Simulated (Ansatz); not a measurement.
# LiCl (h-MgO (five-fold) type): independent-particle optics, part 3 of 3

How does LiCl (h-MgO (five-fold) type) absorb light if electrons and holes don't interact? The runs, in order: HSE06 for the gap; optics with PBE on 6×6×4; optics with r2SCAN on 6×6×4; optics with LDA on 6×6×4; optics with PBE and scissors to the HSE06 gap on 6×6×4.

Ansatz 0.2.0; plane waves, PAW; no local fields, no excitons. The steps go on from the part before.

**6. Optics, PBE + 1.29 eV scissors**

The scissors of 1.294 eV comes from the difference of HSE06 and PBE direct gaps in separate runs.

The input, input.yaml:

```yaml
crystal:
  lattice:
    - [4.1618736679, 0.0, 0.0]
    - [-2.080936834, 3.6042883237, 0.0]
    - [0.0, 0.0, 5.2325458659]
  atoms:
    - { symbol: Li, position: [0.3333333333, 0.6666666667, 0.25] }
    - { symbol: Li, position: [0.6666666667, 0.3333333333, 0.75] }
    - { symbol: Cl, position: [0.6666666667, 0.3333333333, 0.25] }
    - { symbol: Cl, position: [0.3333333333, 0.6666666667, 0.75] }
kpoints:
  mp_grid: { grid: [6, 6, 4] }
hamiltonian:
  xc: pbe
scf:
  occupations: { method: fixed }
output:
  optics:
    e_range: [0, 21]
    de: 0.05
    sigma: 0.1
    bands: auto
    scissors: 1.294
```

On the command line:

```console
> ansatz run input.yaml --threads 4 --pin off --max-ram 3686MiB --backend cpu --events-out ev --progress --plain --runs-dir out
```

The log of the run:

```text
Warning: RAYON_NUM_THREADS=4 ignored (pool sized by the plan → 4); use --threads N
Engine: ansatz 0.2.0, x86_64-unknown-linux-gnu
Pseudopotentials: kind: paw
Pseudopotential: Li, paw, valence charge 3, recommended cutoff 420 eV (normal), Li.paw.azcp
Pseudopotential: Cl, paw, valence charge 7, recommended cutoff 420 eV (normal), Cl.paw.azcp
Functional definition: PBE
  parameter kappa = 0.804
  parameter beta = 0.06672455060314922
  exchange = pbe_x(kappa = kappa, mu = beta*pi^2/3)
  correlation = pbe_c(beta = beta)
Crystal: 4 atoms, lattice volume = 78.491 Å³
Basis set: ecut = 420 eV, 1535 PW (Γ)
Bands: 14, of which v1, the nominal top of the filled ones, is band 10 counted from 1 (9 counted from 0)
Symmetry: 24 space group operations
Space group: P63/mmc (ITA 194), of the structure as read, at distance tolerance 4.3e-5 Å
k-points: 21 of 144
Non-local potential: Li, projectors of the file, l = 0: 3, l = 1: 2, l = 2: 1
Non-local potential: Cl, projectors of the file, l = 0: 2, l = 1: 2, l = 2: 2
PAW form: soft (Blöchl's): semilocal exchange-correlation on the pseudo side does not see the compensation charge
PAW one-centre angular grid: Li, 110 points (default); XC on 64 Gauss nodes
PAW one-centre angular grid: Cl, 110 points (default); XC on 64 Gauss nodes
Initial density: superposition of atomic densities (neutral atoms: chi_scale 0, normalization atom), corrected by the library's trained network
Initial wavefunctions: pseudopotential atomic-orbital guess
Functional: x = pbe(κ = 0.804, μ = 0.2195149727645171), c = pbe(β = 0.06672455060314922)
SCF iter   1: F=—  HF=-2575.682636 eV  |F-HF|=—  |Δ(HF+E_count)|=         —  Δρ=4.09e-4  dr2=1.27e-4  ethr=1.77e-3  ⟨swp⟩=4.4  Hψ=1392  notcnv=0  defer=24
preconditioner: auto → Resta (q_TF=auto, 2.172 Å⁻¹)  ε∞=2.7  [insulator: Δε(μ)=5.654 eV  Ē_g=12.726 eV  n_scr=20 (ndim 8)  ℏωp=16.8 eV  f_vac=0.063  ε∞_Penn≈2.7]
SCF iter   2: F=—  HF=-2575.682316 eV  |F-HF|=—  |Δ(HF+E_count)|=   3.20e-4  Δρ=2.53e-4  dr2=4.16e-5  ethr=6.36e-7  ⟨swp⟩=2.1  Hψ=692  notcnv=0  defer=42
SCF iter   3: F=—  HF=-2575.682324 eV  |F-HF|=—  |Δ(HF+E_count)|=   7.35e-6  Δρ=1.20e-4  dr2=1.11e-5  ethr=2.08e-7  ⟨swp⟩=2.6  Hψ=481  notcnv=0  defer=14
SCF iter   4: F=—  HF=-2575.682341 eV  |F-HF|=—  |Δ(HF+E_count)|=   1.73e-5  Δρ=3.83e-5  dr2=1.34e-6  ethr=5.53e-8  ⟨swp⟩=2.0  Hψ=468  notcnv=0  defer=2
SCF iter   5: F=—  HF=-2575.682337 eV  |F-HF|=—  |Δ(HF+E_count)|=   3.74e-6  Δρ=6.72e-6  dr2=4.20e-8  ethr=6.69e-9  ⟨swp⟩=2.0  Hψ=418  notcnv=0
SCF iter   6: F=—  HF=-2575.682337 eV  |F-HF|=—  |Δ(HF+E_count)|=   2.15e-8  Δρ=6.07e-7  dr2=3.27e-10  ethr=2.10e-10  ⟨swp⟩=2.0  Hψ=462  notcnv=0
SCF iter   7: F=—  HF=-2575.682337 eV  |F-HF|=—  |Δ(HF+E_count)|=   1.12e-9  Δρ=1.90e-7  dr2=2.40e-11  ethr=1.64e-12  ⟨swp⟩=2.2  Hψ=505  notcnv=0
SCF iter   8: F=-2575.682337 eV  HF=-2575.682337 eV  |F-HF|=9.09e-13  |Δ(HF+E_count)|=  1.46e-11  Δρ=4.72e-8  dr2=1.81e-12  ethr=1.00e-12  ⟨swp⟩=4.4  Hψ=1014  notcnv=0
SCF 1 converged in 8 iterations: F = -2575.682337 eV  dr2 = 1.81e-12
NSCF: frozen V_eff on 21 k-points
Optics k sum: 0 of 21 k-points
[...]
output.optics: what the bands over the 52 summed would add to eps1, eps2 and the energy-loss function is held between a lower and an upper bound (6 Lanczos steps). eps1, eps2 and their loss function (loss_summed_bands) are given on every row as the summed bands alone make them. Along an axis, on a row where the two bounds hold the loss function to about 1 % of the greater of itself and 0.5 % of |1/eps|, its cell (loss_completed) is given, with the completed eps1 and eps2 that it is formed of (a cell that is left empty reads nan in the table and null in the record). The two bounds hold it so along every axis on all 421 rows up to 21.000 eV. The run works to bound the rows up to 24.633 eV and no higher ones: a peak of the loss function over that energy may be left empty with no warning. To have the run work for it, set output.optics.bands.spectra_wanted_up_to to a higher energy. perfect_screening_sum, loss_f_sum_n_eff and, beside carriers, perfect_screening_limit are those of loss_summed_bands: over the bounded function the two sums would run over rows that are not all bounded, and lack what the bands left out lay past the top of the energy grid. Bounded is said of the bands left out alone, which are those that the basis at basis.ecutwfc holds: it says nothing of that cutoff, of the k-point mesh, of what the sum inside its cells errs by (eps2_relative_error), of the factors of all_electron_strengths, nor of how far the SCF is converged. The bands left out are taken at the k-points, and what their mean over the points' cells stands off that by is in neither bound: the run's estimate of it, which the test of a row counts in, is 0.02 % of |eps| at the most among the values given; where the mean stood off by over 0.5 % the points' spread read 0.1 to 3 times that
SCF converged after 8 iterations
Free energy (F): -2575.682337 eV
Harris-Foulkes:  -2575.682337 eV  (|F-HF|=9.09e-13)
Internal energy: -2575.682337 eV  (E = F + TS)
E sigma→0 (E₀):  -2575.682337 eV
Fermi energy:    0.622407 eV
--- Per-component energies (eV) ---
  E_band       = -230.106063
  E_kinetic    = 367.714628
  E_local      = -776.664480  (includes V_loc(G=0)·N_el)
  E_nonlocal   = -9.379503
  E_hartree    = 240.698547
  E_xc         = -237.228465
  E_vxc        = -273.645001  (∫ρ·V_xc dr)
  E_paw        = -1360.924012  (= ΣΔE_a)
  E_vpaw       = -19.529032  (= ΣTr[D̂ρ^β])
  E_aug_tail   = 0.000209  (compensation charges beyond the density's cutoff)
  E_ewald      = -799.899260
  E_smearing   = -0.000000  (= −TS)
  E_closure    = 0.000000  (closes the sum)
  Σ components = -2575.682337   (vs F -2575.682337, Δ=0.00e0)
--- Band table (eV; the first three rows and the last of 21) ---
  k-point 0: bands = ["-42.8805", "-42.8769", "-12.7304", "-12.0004", "-2.1697", "-0.7562", "-0.7562", "0.0227", "0.0227", "0.6224", "6.2747", "8.5872", "9.3631", "9.3631"]
  k-point 1: bands = ["-42.8800", "-42.8774", "-12.6381", "-12.1246", "-1.7860", "-0.6461", "-0.6461", "-0.0943", "-0.0943", "0.1605", "6.8916", "8.6677", "9.2045", "9.2045"]
  k-point 2: bands = ["-42.8787", "-42.8787", "-12.3969", "-12.3969", "-0.8451", "-0.8451", "-0.3738", "-0.3738", "-0.3738", "-0.3738", "8.2171", "8.2171", "9.3774", "9.3774"]
  k-point 20: bands = ["-42.8782", "-42.8782", "-12.2953", "-12.2953", "-1.7139", "-1.7139", "-1.2571", "-1.2571", "0.4062", "0.4062", "8.7503", "8.7503", "9.3766", "9.3766"]
```

Run time: 38 s. Hardware: 4 threads of AMD EPYC (Zen 3), shared host; peak memory 0.71 GiB.

From the head of optics.tsv:

```
# eps_inf(xx yy zz) = 2.616539 2.616539 2.715030
# eps_inf_bands = all
# eps_inf_summed_bands(xx yy zz) = 2.607639 2.607639 2.705448
# eps_inf_completed(xx yy zz) = 2.616539 2.616539 2.715030
# eps2_relative_error = 0.0006
# eps_inf_relative_error = 0.0038
# f_sum_n_eff(xx yy zz) = 14.847077 14.847077 14.724761 of n_electrons = 20.000000
# n_bands = 52
# n_bands_set_by = photon_energy
# valid_up_to_ev = 35.362274
# least_direct_gap_ev = 5.652278e0 at k(fractional) = 0.000000 0.000000 0.000000, k_point = 0, channel = 0, bands = 9 10 (counted from 0)
```

The dielectric function from optics.tsv (yy equals xx), one row in 18 (narrow peaks fall between the rows):

```
E (eV)  ε₂ xx  ε₂ zz  ε₁ xx  ε₁ zz
  6.80   0.00   0.00   3.66   4.09
  7.70   0.43   0.65   4.66   4.88
  8.60   1.25   2.86   5.17   6.58
  9.50   3.45   3.32   4.46   3.09
 10.40   4.46   3.17   3.26   6.41
 11.30   5.30   6.86   2.43   0.81
 12.20   5.13   5.29  -0.31  -0.03
 13.10   3.56   4.09  -1.05  -2.31
 14.00   1.68   1.64  -1.08  -1.76
 14.90   1.67   0.82  -0.66  -1.11
 15.80   1.01   0.65  -0.72  -0.38
 16.70   1.13   0.75  -0.11  -0.12
 17.60   1.06   0.61  -0.23   0.04
 18.50   0.81   0.69  -0.26   0.08
 19.40   0.64   0.58  -0.09   0.14
 20.30   0.56   0.59  -0.06   0.12
```

Tallest peaks of ε₂ (mean of the periodic axes): 6.1 at 11.20 eV, 6.4 at 12.00 eV, 5.6 at 12.40 eV.

**7. The levels side by side**

| level | mesh | least direct gap on the mesh (eV) | ε∞ | tallest peak of ε₂ | time |
| --- | --- | --- | --- | --- | --- |
| PBE | 6×6×4 | 5.65 | 2.82 (xx, yy), 2.94 (zz) | 6.4 at 10.70 eV | 41 s |
| r2SCAN | 6×6×4 | 6.30 | 2.65 (xx, yy), 2.74 (zz) | 5.8 at 11.55 eV | 56 s |
| LDA | 6×6×4 | 5.24 | 2.94 (xx, yy), 3.07 (zz) | 6.3 at 10.45 eV | 43 s |
| PBE + 1.29 eV scissors | 6×6×4 | 6.95 | 2.62 (xx, yy), 2.72 (zz) | 6.4 at 12.00 eV | 38 s |

**8. Outcome**

This closing draws on all 3 parts.

```
                                  quantity                     value
                                   ε∞, PBE  2.82 (xx, yy), 2.94 (zz)
                                ε∞, r2SCAN  2.65 (xx, yy), 2.74 (zz)
                                   ε∞, LDA  2.94 (xx, yy), 3.07 (zz)
                ε∞, PBE + 1.29 eV scissors  2.62 (xx, yy), 2.72 (zz)
                   tallest peak of ε₂, PBE           6.4 at 10.70 eV
                tallest peak of ε₂, r2SCAN           5.8 at 11.55 eV
                   tallest peak of ε₂, LDA           6.3 at 10.45 eV
tallest peak of ε₂, PBE + 1.29 eV scissors           6.4 at 12.00 eV
                          HSE06 direct gap                   6.95 eV
```

What this shows: From LDA to PBE + 1.29 eV scissors the direct gap grows from 5.24 to 6.95 eV, and ε∞ goes from 2.98 to 2.65 (mean of the axes): a wider gap screens less. The response is anisotropic: with PBE ε∞ is 2.82 (xx, yy), 2.94 (zz). Local fields and excitons are left out: both change ε∞, and without excitons the onset lacks its lines.
